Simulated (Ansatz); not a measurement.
## Relaxation path: hcp Bi (0001), 2 layers

DFT, PBE, PAW with Ansatz's default frozen-core files, scalar-relativistic (Ansatz 0.2.0); a Γ-centred 12×12×1 k mesh, Fermi–Dirac smearing of 0.08 eV, no spin polarisation. The run relaxes the atoms in the fixed cell.

Command: `ansatz run input.yaml --threads 1 --pin off --max-ram 3584MiB --backend cpu --events-out ev --progress --plain --runs-dir out` It took 21 s on 1 thread of Arm Neoverse V2 (shared host), peak memory 0.38 GiB.

```yaml
crystal:
  lattice:
    - [3.5393325092, 0.0, 0.0]
    - [-1.7696662546, 3.0651518654, 0.0]
    - [0.0, 0.0, 18.9217]
  atoms:
    - { symbol: Bi, position: [0.833333333, 0.166666667, 0.4227944008] }
    - { symbol: Bi, position: [0.166666667, 0.833333333, 0.5772055992] }
kpoints:
  mp_grid: { grid: [12, 12, 1] }
scf:
  occupations: { method: fermi_dirac, width: 0.08 }
hamiltonian:
  xc: pbe
  pseudopotentials: { kind: paw }
output:
  forces: true
  stress: true
  eigenvalues: true
relax:
  f_tol: 0.01
  max_steps: 40
efield:
  axis: 3
  amplitude: 0
  dipole_correction: true
```

Each step lists its free energy a cell above the last geometry, and Cartesian positions (Å) with forces (eV/Å).

The first step:

```
step 1  dF = 64.10 meV
  Bi 2.6545 0.5109 8.0000   0.0000 0.0000 0.4330
  Bi -0.8848 2.5543 10.9217   0.0000 0.0000 -0.4330
```

Spin–orbit coupling is left out, which matters for the heavy atoms. The cell is 1×1, so reconstructions are forbidden, and in slabs of four or five layers the relaxations can be far larger than at a real surface.

**Question.** Where does the relaxation end, and by which steps?

**Answer.** After 4 geometries, with a shortest distance of 3.345 Å. The further steps:
```
step 2  dF = 0.82 meV
  Bi 2.6545 0.5109 8.1228   0.0000 0.0000 0.0580
  Bi -0.8848 2.5543 10.7989   0.0000 0.0000 -0.0580
step 3  dF = 0.08 meV
  Bi 2.6545 0.5109 8.1409   0.0000 0.0000 -0.0194
  Bi -0.8848 2.5543 10.7808   0.0000 0.0000 0.0194
step 4  dF = 0.00 meV
  Bi 2.6545 0.5109 8.1366   0.0000 0.0000 0.0004
  Bi -0.8848 2.5543 10.7851   0.0000 0.0000 -0.0004
```
